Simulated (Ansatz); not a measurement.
# Zr/AlN/Mg: predicting the conductance of a thicker barrier

Set-up. Ansatz 0.2.0, plane waves with PAW datasets, PBE. Interfaces are relaxed in a short slab (with D3(BJ) where the barrier is layered), set between ideal electrode layers that go on as semi-infinite leads, and the zero-bias conductance G at 300 K comes from T(E) on a typed mesh. The error is the largest of the program's estimates from energy step, mesh, the leads' potential steps and neutrality; its separate bound for narrow resonances between the energies solved isn't counted and can be far larger. The lower electrode is Zr (hcp 0001), the upper Mg (hcp 0001) and the barrier AlN (zinc blende 111), on a net of side 3.23 Å; d is the distance between the electrodes' last planes.

The runs shown:

```
planes in the barrier  d (Å)  G (S/m²)  error (%)  lead step (meV)
                    4   7.79   9.56e12         53               68
                    6  10.30   2.30e12         67               68
                    8  12.81   2.14e11         23               24
                   12  17.83    8.06e9         12               24
                   14  20.34    1.92e9         42               68
                   16  22.85    4.23e8         29               68
```

**Question.** A further run has 18 planes, d = 25.36 Å. Fit G ∝ exp(−βd) to the rows shown and predict its conductance.

**Worked fit.** Take y = ln G: 29.89, 28.46, 26.09, 22.81, 21.38 and 19.86. The means are d = 15.32 Å and y = 24.75; Σ(Δd Δy) = −119.32 and Σ(Δd)² = 176.40, so the slope is −0.676 Å⁻¹ (β = 0.676 Å⁻¹). At d = 25.36 Å, y = 24.75 − 0.676 × 10.04 = 17.96, or G = 6.29e7 S/m².

**The withheld run.** The run gave 1.06e8 S/m², with an error estimate of 88 % and a lead step of 68 meV. The prediction is 0.594 times that, too low by 41 %. That lies within the runs' own error estimates, carried through the fit.

Caveats: The interfaces are ideal, one cell wide, strained to a common net and relaxed from one registry with their symmetry kept. PBE's gaps are too small, so true decay constants are likely larger where the Fermi level lies deep in a gap. No spin-orbit coupling, phonons, disorder or image charges enter. The rows shown are chosen by tests on error estimates (under 100 to 120 %), lead steps (under 150 meV, though the program warns over 25), intact interfaces and, for fits, a steady trend in the rows shown; the data set holds 414 series of this kind, and not all pass.

[Logs are printed without paths, hosts, clocks, repeated set-up lines and the standing remarks that a program may print on its own settings, such as how far it seeks lower states.]
